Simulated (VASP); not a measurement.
# VASP 6.6.1 run: Cu$_{2}$O

INCAR

```
LASPH = .TRUE.
NELM = 120
EDIFF = 1E-7
IBRION = -1
LREAL = .FALSE.
ISIF = 2
GGA = PE
NBANDS = 37
LWAVE = .FALSE.
ISMEAR = -5
ENCUT = 520
SIGMA = 0.2
LCHARG = .FALSE.
NSW = 0
PREC = Accurate
```

KPOINTS

```
KPOINTS created by Atomic Simulation Environment
0
Gamma
3 3 3
0 0 0
```

POSCAR

```
Cu O
 1.0000000000000000
     4.0762370861999999    0.0000000000000000    0.0000000000000000
     0.0000000000000000    4.0762370861999999    0.0000000000000000
     0.0000000000000000    0.0000000000000000    4.0762370861999999
 Cu  O
   4   2
Cartesian
  1.0190592715500000  1.0190592715500000  3.0571778146500002
  3.0571778146500002  1.0190592715500000  1.0190592715500000
  1.0190592715500000  3.0571778146500002  1.0190592715500000
  3.0571778146500002  3.0571778146500002  3.0571778146500002
  2.0381185431000000  2.0381185431000000  2.0381185431000000
  0.0000000000000000  0.0000000000000000  0.0000000000000000
```

The recommended PBE PAW datasets give the neutral cell 56 valence electrons.

Command

```
mpirun -np 1 vasp_std
```

OSZICAR

```
N       E                     dE             d eps       ncg     rms          rms(c)
DAV:   1     0.546635285677E+03    0.54664E+03   -0.24786E+04   296   0.245E+03
DAV:   2     0.578001687165E+02   -0.48884E+03   -0.46595E+03   301   0.468E+02
DAV:   3    -0.286309761059E+02   -0.86431E+02   -0.82994E+02   374   0.221E+02
DAV:   4    -0.328100442955E+02   -0.41791E+01   -0.41385E+01   414   0.567E+01
DAV:   5    -0.328518563546E+02   -0.41812E-01   -0.41800E-01   411   0.622E+00    0.194E+01
DAV:   6    -0.292811362676E+02    0.35707E+01   -0.53918E+01   377   0.140E+02    0.116E+01
DAV:   7    -0.263092294333E+02    0.29719E+01   -0.13549E+01   382   0.842E+01    0.299E+00
DAV:   8    -0.263593638408E+02   -0.50134E-01   -0.11324E+00   369   0.632E+00    0.173E+00
DAV:   9    -0.263330917299E+02    0.26272E-01   -0.48340E-02   406   0.342E+00    0.514E-01
DAV:  10    -0.263287913643E+02    0.43004E-02   -0.23441E-02   406   0.217E+00    0.251E-01
DAV:  11    -0.263280476740E+02    0.74369E-03   -0.59417E-03   449   0.913E-01    0.900E-02
DAV:  12    -0.263279107293E+02    0.13694E-03   -0.99410E-04   411   0.324E-01    0.153E-02
DAV:  13    -0.263279228090E+02   -0.12080E-04   -0.85780E-05   390   0.114E-01    0.753E-03
DAV:  14    -0.263279217181E+02    0.10909E-05   -0.70245E-06   358   0.582E-02    0.168E-03
DAV:  15    -0.263279216490E+02    0.69027E-07   -0.15226E-06   390   0.121E-02    0.155E-03
DAV:  16    -0.263279216352E+02    0.13838E-07   -0.53382E-08   209   0.396E-03
   1 F= -.26327922E+02 E0= -.26327922E+02  d E =0.000000E+00
```

Standard output (part)

```
POSCAR found type information on POSCAR CuO
 POSCAR found :  2 types and       6 ions
 LDA part: xc-table for (Slater+PW92), standard interpolation
 POSCAR, INCAR and KPOINTS ok, starting setup
 WAVECAR not read
 entering main loop
```

From OUTCAR

```
k-points           NKPTS =      4   k-points in BZ     NKDIM =      4   number of bands    NBANDS=     37

   NELECT =      56.0000    total number of electrons

   dimension x,y,z NGX =    30 NGY =   30 NGZ =   30
   dimension x,y,z NGXF=    60 NGYF=   60 NGZF=   60

  energy-cutoff  :      520.00
  volume of cell :       67.73
      direct lattice vectors                 reciprocal lattice vectors
     4.076237086  0.000000000  0.000000000     0.245324298  0.000000000  0.000000000
     0.000000000  4.076237086  0.000000000     0.000000000  0.245324298  0.000000000
     0.000000000  0.000000000  4.076237086     0.000000000  0.000000000  0.245324298

 k-points in reciprocal lattice and weights: KPOINTS created by Atomic Simulation Env
   0.00000000  0.00000000  0.00000000       0.037
   0.33333333  0.00000000  0.00000000       0.222
   0.33333333  0.33333333  0.00000000       0.444
   0.33333333  0.33333333  0.33333333       0.296

 E-fermi :   6.4880

 k-point     1 :       0.0000    0.0000    0.0000
  band No.  band energies     occupation
      1     -14.9374      2.00000
      2     -13.9005      2.00000
      3      -2.0676      2.00000
      4      -2.0676      2.00000
      5      -2.0676      2.00000
      6       0.6108      2.00000
      7       0.8243      2.00000
      8       0.8243      2.00000
      9       0.8243      2.00000
     10       2.6511      2.00000
     11       2.6511      2.00000
     12       2.8190      2.00000
     13       2.8190      2.00000
     14       2.8190      2.00000
     15       3.9162      2.00000
     16       3.9162      2.00000
     17       4.0596      2.00000
     18       4.0596      2.00000
     19       4.0596      2.00000
     20       4.2389      2.00000
     21       4.2389      2.00000
     22       4.2389      2.00000
     23       4.4727      2.00000
     24       4.4727      2.00000
     25       4.4727      2.00000
     26       6.4020      2.00000
     27       6.4020      2.00000
     28       6.4020      2.00000
     29       7.1382      0.00000
     30       7.1382      0.00000
     31       7.2836      0.00000
     32      15.1541      0.00000
     33      15.1541      0.00000
     34      15.1541      0.00000
     35      16.1154      0.00000
     36      16.1154      0.00000
     37      16.1154      0.00000

 ...

  Total       11.7588186     11.7588186     11.7588186      0.0000000      0.0000000     -0.0000000
  in kB      278.1608255    278.1608255    278.1608255      0.0000000      0.0000000     -0.0000000
  external PRESSURE =     278.1608255 kB  Pullay stress =       0.0000000 kB

 POSITION                                       TOTAL-FORCE (eV/Angst)
 -----------------------------------------------------------------------------------
      1.01906      1.01906      3.05718        -0.000000     -0.000000      0.000000
      3.05718      1.01906      1.01906         0.000000     -0.000000      0.000000
      1.01906      3.05718      1.01906         0.000000      0.000000     -0.000000
      3.05718      3.05718      3.05718        -0.000000      0.000000     -0.000000
      2.03812      2.03812      2.03812        -0.000000      0.000000      0.000000
      0.00000      0.00000      0.00000        -0.000000      0.000000      0.000000
 -----------------------------------------------------------------------------------
    total drift:                                0.000000      0.000000     -0.000000

  FREE ENERGIE OF THE ION-ELECTRON SYSTEM (eV)
  ---------------------------------------------------
  free  energy   TOTEN  =       -26.3279216352 eV

  energy  without entropy=      -26.3279216352  energy(sigma->0) =      -26.32792164
```

It converged. Results: gap between bands v and c on the k mesh 0.74 eV; least direct gap on the k mesh 0.74 eV; pressure 27.8 GPa. Band v is the last that the valence electrons fill when counted band by band, and c is the next.

These settings aren't sound, so the numbers aren't properties of the crystal.

On sound settings PBE gives a gap of 0.76 eV on its mesh and a pressure of 27.3 GPa for the intended cell.

The run took about 16 s on one core of a shared host (Intel Xeon Platinum 8488C) and held 0.16 GiB at most.
